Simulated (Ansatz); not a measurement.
Input of an Ansatz 0.2.0 run:

Contents of input.yaml:

```yaml
crystal:
  lattice:
    - [3.1967, 0.0, 0.0]
    - [-1.59835, 2.7684234083, 0.0]
    - [0.0, 0.0, 5.0578]
  atoms:
    - { symbol: Hf, position: [0.6666666667, 0.3333333333, 0.75] }
    - { symbol: Hf, position: [0.3333333333, 0.6666666667, 0.25] }
kpoints:
  mp_grid: { grid: [7, 7, 4] }
  band_path:
    path:
      - [0.0, 0.0, 0.0]
      - [0.5, 0.0, 0.0]
      - [0.3333333333, 0.3333333333, 0.0]
      - [0.0, 0.0, 0.0]
      - [0.0, 0.0, 0.5]
      - [0.5, 0.0, 0.5]
      - [0.3333333333, 0.3333333333, 0.5]
      - [0.0, 0.0, 0.5]
    npoints: 6
scf:
  occupations: { method: fermi_dirac, width: 0.05 }
hamiltonian:
  xc: pbe
  pseudopotentials: { kind: all_electron, lapw: { basis_error: 0.001 } }
magnetization:
  noncollinear: true
  spin_orbit: true
output:
  forces: true
  stress: true
  eigenvalues: true
```

Potentials or basis: all-electron LAPW, relativistic spinors.

Run with:

```bash
$ ansatz run input.yaml --threads 1 --pin off --max-ram 3072MiB --backend cpu --events-out ev --progress --plain --runs-dir out
```

Problem. Predict the pressure.

Solution. 0.7 GPa.

Problem. What does it give for the band gap along the path?

Solution. None (metal or under the smearing width).

Levels at the corners of the path, in eV from the Fermi level:
```
point  band 69  band 70  band 71  band 72  band 73  band 74  band 75  band 76
    Γ     0.54     0.54     0.96     0.96     1.34     1.34     1.38     1.38
    M    -2.27    -2.27    -0.86    -0.86     0.70     0.70     0.81     0.81
    K    -1.67    -1.67    -1.52    -1.52     0.27     0.27     0.37     0.37
    Γ     0.54     0.54     0.96     0.96     1.34     1.34     1.38     1.38
    A     0.11     0.11     0.11     0.11     0.89     0.89     0.89     0.89
    L    -1.02    -1.02    -1.02    -1.02     1.07     1.07     1.07     1.07
    H    -1.66    -1.66    -1.37    -1.37    -0.41    -0.41    -0.11    -0.11
    A     0.11     0.11     0.11     0.11     0.89     0.89     0.89     0.89
```

Caveat: the k mesh is thin for a metal, which can move the energy by tens of meV per atom.
